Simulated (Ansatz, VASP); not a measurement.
# BaS in VASP and in Ansatz

```
Ba S
1.0
     3.15047    3.15047    0.00000
    -3.15047    3.15047    0.00000
     0.00000    3.15047    3.17123
Ba S
1 1
Direct
  0.00000 0.00000 0.00000
  0.50000 0.50000 0.00000
```

Change from the starting cell: in-plane strain -0.005, out-of-plane length and atoms relaxed by PAW.

Alike in both runs: functional PBEsol; k mesh 6 × 6 × 6; no spin polarisation.

Ansatz relaxed the structure, and its values are those at the end. VASP's run is a single point on that final structure, the one shown.

|  | VASP | Ansatz |
| --- | --- | --- |
| version | VASP 6.6.1 | Ansatz 0.2.0 |
| potentials or method | VASP PAW PBE potentials, release 64 (Ba_sv, S) | PAW with Ansatz's default frozen-core files, scalar-relativistic |
| plane-wave cutoff (eV) | 520 | 420 |
| occupations | gaussian, width 0.01 eV | fixed |
| valence electrons in the cell | 16 | 16 |

|  | VASP | Ansatz | Ansatz less VASP |
| --- | --- | --- | --- |
| pressure (GPa) | 1.1 | 0.4 | -0.70 |

Caveats: the PAW data sets were made with another functional, which shifts forces and pressure a little (VASP). A k mesh can miss the band edges.
